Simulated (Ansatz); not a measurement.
# Nb2NS2 MXene monolayer in a perpendicular field

Aim: how the Nb2NS2 MXene monolayer screens a field along its normal, and what the field does to its bands. A positive field points along +c.

Method: plane-wave DFT, PBE-D3(BJ), Ansatz PAW, in Ansatz 0.2.0.

### Step 1. The starting structure

The cell holds 5 atoms: 2 S, 2 Nb and 1 N. Cell: a = 3.079 Å, b = 3.079 Å, c = 43.019 Å, α = 90.0°, β = 90.0°, γ = 120.0°. Vacuum lies along c.

### Step 2. Relaxing the slab

The starting cell is a guess, so the in-plane lattice and the atoms are relaxed first, with the slab cut off from its images along the normal.

Input file input.yaml:

```yaml
crystal:
  lattice:
    - [3.079076, 0.0, 0.0]
    - [-1.539538, 2.6665580362, 0.0]
    - [0.0, 0.0, 43.0189594073]
  atoms:
    - { symbol: S, position: [0.3333333333, 0.6666666667, 0.4300429451] }
    - { symbol: Nb, position: [0.6666666667, 0.3333333333, 0.4717584671], spin: 1.0 }
    - { symbol: "N", position: [0.0, 0.0, 0.5] }
    - { symbol: Nb, position: [0.3333333333, 0.6666666667, 0.5282415329], spin: 1.0 }
    - { symbol: S, position: [0.6666666667, 0.3333333333, 0.5699570549] }
  periodic: [true, true, false]
magnetization:
  spin_polarized: true
kpoints:
  mp_grid: { grid: [12, 12, 1] }
hamiltonian:
  xc: pbe
  dispersion: d3bj
scf:
  occupations: { method: fermi_dirac, width: 0.05 }
  convergence: { dr2_threshold: 1.0e-09 }
relax:
  f_tol: 0.004
  max_steps: 90
  cell: {}
output:
  write_potential: true
  write_density: true
  volumetric_format: npy
```

On the command line:

```bash
$ ansatz run input.yaml --threads 4 --pin off --max-ram 6144MiB --backend cpu --events-out ev --progress --plain --runs-dir out
```

Numbers of over 12 decimals in the logs are rounded to 6 here.

The log of the run:

```text
Warning: relax.cell: scf.convergence.dr2_threshold = 1e-9 eV is looser than the 1.94850445218e-10 eV advised for a relaxation that steers and ends on the stress (1e-10 eV for each atom of the cell: 5, times the square of relax.cell.stress_2d_tol = 0.05 N/m over 16.0 Å (the atoms' height at the walk's start and 5 Å past either face), 3.121e-2 GPa, over a crystal's default 0.05). What an SCF threshold leaves in a stress goes as its square root, and in the free energy as the threshold itself, and one threshold admits the most on a small cell: [figures from the program's tests cut] Set scf.convergence.dr2_threshold to 1.94850445218e-10 eV or tighter. [rest of the remark cut]
Engine: ansatz 0.2.0, x86_64-unknown-linux-gnu
Pseudopotentials: kind: paw
Pseudopotential: S, paw, valence charge 6, recommended cutoff 420 eV (normal), S.paw.azcp
Pseudopotential: Nb, paw, valence charge 13, recommended cutoff 420 eV (normal), Nb.paw.azcp
Pseudopotential: N, paw, valence charge 5, recommended cutoff 420 eV (normal), N.paw.azcp
Functional definition: PBE
  parameter kappa = 0.804
  parameter beta = 0.066725
  exchange = pbe_x(kappa = kappa, mu = beta*pi^2/3)
  correlation = pbe_c(beta = beta)
Crystal: 5 atoms, lattice volume = 353.209 Å³
Basis set: ecut = 420 eV, 6875 PW (Γ), exchange–correlation on 48×48×576 points (8 copies of the dense FFT grid, shifted against one another)
Bands: 28, of which v1, the nominal top of the filled ones, is band 22 counted from 1 (21 counted from 0)
Symmetry: 12 space group operations
Space group: P-3m1 (ITA 164), of the structure as read, at distance tolerance 7.1e-5 Å
Magnetic group: BNS 164.85 (UNI 1315), of the structure as read, at distance tolerance 7.1e-5 Å
k-points: 19 of 144
Non-local potential: S, projectors of the file, l = 0: 2, l = 1: 2, l = 2: 2
Non-local potential: Nb, projectors of the file, l = 0: 3, l = 1: 2, l = 2: 2, l = 3: 1
Non-local potential: N, projectors of the file, l = 0: 2, l = 1: 2, l = 2: 1
PAW form: soft (Blöchl's): semilocal exchange-correlation on the pseudo side does not see the compensation charge
PAW one-centre angular grid: S, 110 points (default); XC on 64 Gauss nodes
PAW one-centre angular grid: Nb, 590 points (default); XC on 64 Gauss nodes
PAW one-centre angular grid: N, 110 points (default); XC on 64 Gauss nodes
Initial density: superposition of atomic densities (neutral atoms: chi_scale 0, normalization atom)
Starting moments: Σ|m| = 2 μB on 2 of 5 sites
Initial wavefunctions: pseudopotential atomic-orbital guess
Functional: x = pbe(κ = 0.804, μ = 0.219515), c = pbe(β = 0.066725)
SCF iter   1: F=—  HF=-11302.296837 eV  |F-HF|=—  |Δ(HF+E_count)|=         —  Δρ=3.10e-2 (↑3.10e-2 ↓2.62e-2)  dr2=1.48e1  dr2_m=1.36e-1  M=0.724 μB ∫|m|=0.897 μB  β_m=0.30  ethr=3.10e-3  ⟨swp⟩=16.4  Hψ=9049  notcnv=0
Mixer restart at iter 1: flushing history
preconditioner: auto → LDOS  [metal: Δε(μ)=0.027 eV  Ē_g=9.324 eV  σ=0.050 eV  W_gap=0.13  n_scr=26 (ndim 8)  ℏωp=10.3 eV  f_vac=0.768  D(μ)=2.50/eV (n_scr^D=14)]
spin=Collinear: LDOS preconditioning applied to the charge; magnetization (m = ρ↑ − ρ↓) channel mixes plain (no charge-response kernel on spin).
SCF iter   2: F=—  HF=-11300.205154 eV  |F-HF|=—  |Δ(HF+E_count)|=    2.09e0  Δρ=2.00e-2 (↑2.00e-2 ↓1.68e-2)  dr2=6.21e0  dr2_m=7.98e-2  M=0.607 μB ∫|m|=0.781 μB  β_m=0.54  ethr=3.10e-3  ⟨swp⟩=4.0  Hψ=2802  notcnv=0  defer=29
SCF iter   3: F=—  HF=-11299.128046 eV  |F-HF|=—  |Δ(HF+E_count)|=    1.08e0  Δρ=3.33e-3 (↑3.15e-3 ↓3.33e-3)  dr2=8.33e-2  dr2_m=1.30e-2  M=0.302 μB ∫|m|=0.453 μB  β_m=0.60  ethr=3.10e-3  ⟨swp⟩=4.7  Hψ=2883  notcnv=0  defer=29
SCF iter   4: F=—  HF=-11299.199064 eV  |F-HF|=—  |Δ(HF+E_count)|=         —  Δρ=2.38e-3 (↑2.38e-3 ↓2.16e-3)  dr2=7.75e-3  dr2_m=1.44e-2  M=0.071 μB ∫|m|=0.158 μB  β_m=0.60  ethr=1.94e-4  ⟨swp⟩=4.1  Hψ=3146  notcnv=0  defer=24
SCF iter   5: F=—  HF=-11299.200718 eV  |F-HF|=—  |Δ(HF+E_count)|=   1.65e-3  Δρ=1.11e-3 (↑1.11e-3 ↓9.84e-4)  dr2=1.14e-3  dr2_m=3.36e-3  M=0.035 μB ∫|m|=0.090 μB  β_m=0.80  ethr=1.80e-5  ⟨swp⟩=3.9  Hψ=2631  notcnv=0  defer=24
SCF iter   6: F=—  HF=-11299.201710 eV  |F-HF|=—  |Δ(HF+E_count)|=   9.92e-4  Δρ=2.54e-4 (↑1.84e-4 ↓2.54e-4)  dr2=1.74e-4  dr2_m=1.23e-4  M=0.006 μB ∫|m|=0.022 μB  β_m=0.78  ethr=2.64e-6  ⟨swp⟩=3.4  Hψ=2522  notcnv=0  defer=24
SCF iter   7: F=—  HF=-11299.201742 eV  |F-HF|=—  |Δ(HF+E_count)|=   3.13e-5  Δρ=7.06e-5 (↑6.30e-5 ↓7.06e-5)  dr2=4.83e-6  dr2_m=1.36e-5  M=0.001 μB ∫|m|=0.009 μB  β_m=0.89  ethr=4.04e-7  ⟨swp⟩=3.6  Hψ=2487  notcnv=0  defer=24
SCF iter   8: F=—  HF=-11299.201758 eV  |F-HF|=—  |Δ(HF+E_count)|=   1.65e-5  Δρ=1.51e-5 (↑1.51e-5 ↓1.36e-5)  dr2=2.71e-6  dr2_m=3.63e-7  M=-0.000 μB ∫|m|=0.001 μB  β_m=0.86  ethr=1.12e-8  ⟨swp⟩=4.3  Hψ=3033  notcnv=0  defer=24
SCF iter   9: F=—  HF=-11299.201759 eV  |F-HF|=—  |Δ(HF+E_count)|=   1.05e-6  Δρ=4.13e-6 (↑4.13e-6 ↓4.09e-6)  dr2=1.08e-7  dr2_m=4.27e-8  M=-0.000 μB ∫|m|=0.000 μB  β_m=0.91  ethr=6.31e-9  ⟨swp⟩=3.8  Hψ=2412  notcnv=0  defer=24
SCF iter  10: F=—  HF=-11299.201760 eV  |F-HF|=—  |Δ(HF+E_count)|=   3.18e-7  Δρ=1.20e-6 (↑1.07e-6 ↓1.20e-6)  dr2=4.14e-9  dr2_m=3.75e-9  M=-0.000 μB ∫|m|=0.000 μB  β_m=0.96  ethr=2.52e-10  ⟨swp⟩=3.2  Hψ=2466  notcnv=0  defer=24
SCF iter  11: F=—  HF=-11299.201760 eV  |F-HF|=—  |Δ(HF+E_count)|=   3.18e-8  Δρ=2.61e-7 (↑2.61e-7 ↓2.42e-7)  dr2=5.43e-10  dr2_m=1.18e-10  M=-0.000 μB ∫|m|=0.000 μB  β_m=0.92  ethr=9.64e-12  ⟨swp⟩=4.0  Hψ=2837  notcnv=0  defer=24
SCF iter  12: F=-11299.201760 eV  HF=-11299.201760 eV  |F-HF|=7.60e-10  |Δ(HF+E_count)|=   2.20e-9  Δρ=1.08e-7 (↑1.08e-7 ↓9.91e-8)  dr2=1.23e-10  dr2_m=8.39e-12  M=-0.000 μB ∫|m|=0.000 μB  ethr=1.26e-12  ⟨swp⟩=8.9  Hψ=9051  notcnv=0
WARN: the starting moments were not kept: the SCF closed with an absolute magnetisation of 4.7e-6 μB, where they sum to 2 μB in size (2 sites). That is at most 0.1 of that sum. Measured as dr2_m measures the in/out step, that magnetisation stands 2.0e-12 eV from none, at or under the dr2_threshold of 1.0e-9 eV: it is no larger than a step whose dr2_m would equal this threshold. The system may hold no moment; this SCF [...]
SCF 1 converged in 12 iterations: F = -11299.201760 eV  dr2 = 1.23e-10
  greatest PAW one-centre occupation: 0.998 electrons in one spin orbital (limit 2), on the Nb atom at site 3 (counted from 0), in its partial waves of l = 0
[...]
relax step   7: F+E_penalty+E_count = -11299.86911819 eV  Δ(F+E_penalty+E_count) = -1.484e-2 eV  max|allowed force component| = 2.644e-4 eV/Å  Δτ_max = 0.0000 Å  P = +0.253 N/m  Ω = 398.386 Å³  fix = [c, alpha, beta]  reactions: c +0.000 N/m  stress off target by 2.53e-1 N/m on what of the cell is left free  SCF on the basis re-selected at this cell (its energy is not comparable with the rows above)  (8 SCF iters)
[...]
relax step   8: F+E_penalty+E_count = -11299.86915261 eV  Δ(F+E_penalty+E_count) = -3.442e-5 eV  max|allowed force component| = 2.020e-3 eV/Å  Δτ_max = 0.0023 Å  P = +0.026 N/m  Ω = 399.108 Å³  energy of the carried Pulay correction = -1.093e-4 eV  fix = [c, alpha, beta]  reactions: c +0.000 N/m  (8 SCF iters, accepted)
iter 1 solved again at ethr=2.83e-7 eV; its pass at ethr=3.10e-3 eV (dr2=1.22e-4 eV) is discarded
SCF iter   1: F=—  HF=-11299.869258 eV  |F-HF|=—  |Δ(HF+E_count)|=         —  Δρ=2.09e-6 (↑2.09e-6 ↓2.09e-6)  dr2=7.67e-9  dr2_m=3.43e-12  M=-0.000 μB ∫|m|=0.000 μB  β_m=0.65  ethr=2.83e-7  ⟨swp⟩=6.6  Hψ=14234  notcnv=0
eigensolver tolerance schedule: the retry pair's looser diagonalisation over-reported the residual by 15868.00 of it (diagonalisation noise at an unbounded share of the residual, at the tolerance the schedule requests for it); recorded, not acted on — ethr = c·dr2/N_el stays at c = 1.0e-1
preconditioner: auto → Resta (q_TF=auto, 1.882 Å⁻¹)  ε∞=2.4  [insulator: Δε(μ)=0.215 eV  Ē_g=8.274 eV  σ=0.050 eV  W_gap=0.72  n_scr=24 (ndim 8)  ℏωp=9.7 eV  f_vac=0.785  D(μ)=1.26/eV (n_scr^D=10)  ε∞_Penn≈2.4  vacuum switching on, ρ_ref=5.0e-3 e/Å³]
spin=Collinear: Resta preconditioning applied to the charge; magnetization (m = ρ↑ − ρ↓) channel mixes plain (no charge-response kernel on spin).
SCF iter   2: F=—  HF=-11299.869270 eV  |F-HF|=—  |Δ(HF+E_count)|=   1.20e-5  Δρ=9.05e-7 (↑9.05e-7 ↓9.01e-7)  dr2=8.43e-9  dr2_m=9.78e-13  M=-0.000 μB ∫|m|=0.000 μB  β_m=0.44  ethr=1.78e-11  ⟨swp⟩=6.9  Hψ=4988  notcnv=0
SCF iter   3: F=—  HF=-11299.869272 eV  |F-HF|=—  |Δ(HF+E_count)|=   1.52e-6  Δρ=7.26e-7 (↑7.26e-7 ↓7.23e-7)  dr2=1.31e-9  dr2_m=7.11e-13  M=-0.000 μB ∫|m|=0.000 μB  β_m=0.61  ethr=1.78e-11  ⟨swp⟩=2.8  Hψ=1482  notcnv=0
SCF iter   4: F=—  HF=-11299.869276 eV  |F-HF|=—  |Δ(HF+E_count)|=   4.91e-6  Δρ=3.23e-7 (↑3.22e-7 ↓3.23e-7)  dr2=1.25e-9  dr2_m=2.47e-13  M=-0.000 μB ∫|m|=0.000 μB  β_m=0.64  ethr=3.04e-12  ⟨swp⟩=3.7  Hψ=2454  notcnv=0
SCF iter   5: F=-11299.869279 eV  HF=-11299.869279 eV  |F-HF|=4.66e-8  |Δ(HF+E_count)|=   2.14e-6  Δρ=8.41e-8 (↑8.41e-8 ↓8.26e-8)  dr2=2.08e-10  dr2_m=2.21e-14  M=-0.000 μB ∫|m|=0.000 μB  ethr=2.33e-12  ⟨swp⟩=13.2  Hψ=9468  notcnv=0
the starting moments were not kept: the SCF closed with an absolute magnetisation of 2.5e-7 μB, where they sum to 2 μB in size (2 sites). That is at most 0.1 of that sum. Measured as dr2_m measures the in/out step, that magnetisation stands 6.7e-15 eV from none, at or under the dr2_threshold of 1.0e-9 eV: it is no larger than a step whose dr2_m would equal this threshold.
SCF 9 converged in 5 iterations: F = -11299.869279 eV  dr2 = 2.08e-10
relax step   9: F+E_penalty+E_count = -11299.86927864 eV  Δ(F+E_penalty+E_count) = -1.260e-4 eV  max|allowed force component| = 2.025e-3 eV/Å  Δτ_max = 0.0000 Å  P = +0.026 N/m  Ω = 399.108 Å³  fix = [c, alpha, beta]  reactions: c +0.000 N/m  stress off target by 2.62e-2 N/m on what of the cell is left free  SCF on the basis re-selected at this cell (its energy is not comparable with the rows above)  (5 SCF iters)
basis re-selected at this cell: Δ(F+E_penalty+E_count) = -1.260e-4 eV, ΔP = +0.000 N/m vs the last step (what re-selecting the basis moved, of the pressure what is left beyond the Pulay correction that the steps carried, after the strain that the cell walked since its last selection, with what the two solves' SCF thresholds leave and, on support functions, any second-order correction that the steps lacked; it is no m [...]
WARN: The output density's exchange-correlation potential varies sharply where the density is thin. Do not read a vacuum level from v_tot or v_xc, or from such a field of the output density. On a cell that repeats whose density bears no net charge and no dipole along the vacuum's axis use v_es (v_loc + v_h of the components); under efield.dipole_correction with no amplitude use v_es + v_field, which holds any externa [...]
SCF converged after 5 iterations
Magnetization: -0.0000 μB (21.5000 up, 21.5000 down)
Absolute magnetization: 0.0000 μB (∫|ρ↑−ρ↓|, with the PAW one-centre terms)
Spin contamination: 0.0000 ħ² per cell (⟨S²⟩ above its minimum at these occupations)
Per-site moments (μB) at R_I (Å): [(2.2205350480162194e-8, 1.023465), (-3.192282291108634e-8, 0.910407), (5.2382397846284736e-8, 0.910407), (-3.192282285181284e-8, 0.910407), (2.2205350433175268e-8, 1.023465)]
Free energy (F): -11299.869279 eV
Harris-Foulkes:  -11299.869279 eV  (|F-HF|=4.66e-8)
Internal energy: -11299.858099 eV  (E = F + TS)
E sigma→0 (E₀):  -11299.863689 eV
Entropy (-TS):   -0.011180 eV (-2.236 meV/atom)
Fermi energy:    -5.396062 eV
--- Per-component energies (eV) ---
  E_band       = -1006.362578
  E_kinetic    = 1136.596272
  E_local      = -159106.889521  (includes V_loc(G=0)·N_el)
  E_nonlocal   = 338.866319
  E_hartree    = 78773.791311
  E_xc         = -607.799476
  E_vxc        = -680.462380  (∫ρ·V_xc dr)
  E_paw        = -7473.266132  (= ΣΔE_a)
  E_vpaw       = -242.058650  (= ΣTr[D̂ρ^β])
  E_aug_tail   = 0.000112  (compensation charges beyond the density's cutoff)
  E_ewald      = 75640.710918
  E_disp       = -1.867902  (pairwise vdW)
  E_smearing   = -0.011180  (= −TS)
  E_closure    = -0.000000  (closes the sum)
  Σ components = -11299.869279   (vs F -11299.869279, Δ=0.00e0)
--- Forces (eV/Å), atoms counted from 1 ---
  atom   1  S     -0.00000000     0.00000000    -0.00038389
  atom   2  Nb     0.00000000    -0.00000000    -0.00202501
  atom   3  N      0.00000000     0.00000000     0.00000000
  atom   4  Nb     0.00000000     0.00000000     0.00202501
  atom   5  S      0.00000000    -0.00000000     0.00038389
  max |Σ_I F_I| component: 1.85e-17 eV/Å
--- 2D stress c σ (N/m, compression-positive) ---
        0.026154       0.000000       0.000000
        0.000000       0.026154       0.000000
        0.000000       0.000000       0.000000
  P = ½ c Tr σ = 0.0262 N/m
--- Band table (eV; the first three rows and the last of 38) ---
  k-point 0 ↑: bands = [... 18 lower, -6.7523, -6.7523, -6.1391, -6.1391, -5.7425, -4.6311, -4.2721, -4.2721, ... 2 higher]
  k-point 1 ↑: bands = [... 18 lower, -7.2235, -7.1163, -6.3207, -5.8015, -5.4931, -4.4310, -4.1965, -4.1627, ... 2 higher]
  k-point 2 ↑: bands = [... 18 lower, -7.4096, -7.3477, -6.8654, -5.5157, -5.1397, -4.3498, -3.7152, -3.7024, ... 2 higher]
  k-point 18 ↓: bands = [... 18 lower, -8.8778, -8.8778, -5.4923, -5.4923, -4.9900, -3.2007, -3.2007, -2.7899, ... 2 higher]
  the weakly bound empty levels are not read free of the cell's end (no_gap_told)
--- Relaxed structure (7 steps of the walk, 7 accepted, 2 SCFs on fresh bases) ---
  F+E_penalty+E_count = -11299.86927864 eV   max|allowed force component| = 2.025e-3 eV/Å   (the final SCF, on the basis selected at the relaxed cell)
  cell:  # Å, volume = 399.1084 Å³
    - [3.273031, 0, 0]
    - [-1.636516, 2.834528, 0]
    - [0, 0, 43.0189594073]
  atoms:
    - { symbol: S, position: [0.333333, 0.666667, 0.436120] }
    - { symbol: Nb, position: [0.666667, 0.333333, 0.473494] }
    - { symbol: N, position: [0, 0, 0.5] }
    - { symbol: Nb, position: [0.333333, 0.666667, 0.526506] }
    - { symbol: S, position: [0.666667, 0.333333, 0.563880] }
```

The job ended after 47 s (4 threads of Intel Xeon 6975P-C (Granite Rapids), shared host; peak memory 1.1 GiB).

Relaxation path:

| step | energy less that of the first step (eV) | largest force component (eV/Å) | volume (Å³) |
| --- | --- | --- | --- |
| 1 | 0.0000 | 1.4287 | 353.21 |
| 2 | -0.5686 | 0.5277 | 381.01 |
| 3 | -0.6090 | 0.5465 | 405.52 |
| 4 | -0.6521 | 0.0798 | 399.00 |
| 5 | -0.6525 | 0.0060 | 398.32 |
| 6 | -0.6525 | 0.0001 | 398.39 |
| 7* | -0.6674 | 0.0003 | 398.39 |
| 8 | -0.6674 | 0.0020 | 399.11 |
| 9* | -0.6675 | 0.0020 | 399.11 |

Relaxation steps marked * repeat the geometry before them on a plane-wave basis chosen anew for their cell, so energy and pressure can jump there.

Forces are held to the 12 operations that the run works with; a distortion that breaks them can't arise in this run.

| cell as run | before | after | change |
| --- | --- | --- | --- |
| a (Å) | 3.079 | 3.273 | +6.3 % |
| b (Å) | 3.079 | 3.273 | +6.3 % |

The atoms that moved most (Å, along periodic axes as changes of fractional coordinates times the final cell, across vacuum about the mean position):

| atom | dx | dy | dz | length |
| --- | --- | --- | --- | --- |
| S1 | 0.000 | 0.000 | 0.261 | 0.261 |
| S5 | 0.000 | 0.000 | -0.261 | 0.261 |
| Nb2 | 0.000 | 0.000 | 0.075 | 0.075 |
| Nb4 | 0.000 | 0.000 | -0.075 | 0.075 |

Final coordinates:

```xyz
5
Lattice="3.2730 0.0000 0.0000 -1.6365 2.8345 0.0000 0.0000 0.0000 43.0190" Properties=species:S:1:pos:R:3
S     0.0000    1.8897   18.7614
Nb    1.6365    0.9448   20.3692
N     0.0000    0.0000   21.5095
Nb    0.0000    1.8897   22.6497
S     1.6365    0.9448   24.2575
```

Numbers from this step:

```
energy at zero smearing : -11299.8637 eV
```

The lattice constant a goes from 3.079 to 3.273 Å.

(Continued in part 2 of 3.)

[Logs are printed without paths, hosts, clocks, repeated set-up lines and the standing remarks that a program may print on its own settings, such as how far it seeks lower states.]

[Hosts, paths, dates, database ids (printed as entryN), source tags and the programs' standing remarks are cut or masked in the printed files.]

[Maps of the electrostatic potential energy from Ansatz leave out the sawtooth potential of an applied field or a dipole correction, so their vacuum need not be flat; planar profiles and work functions include it.]
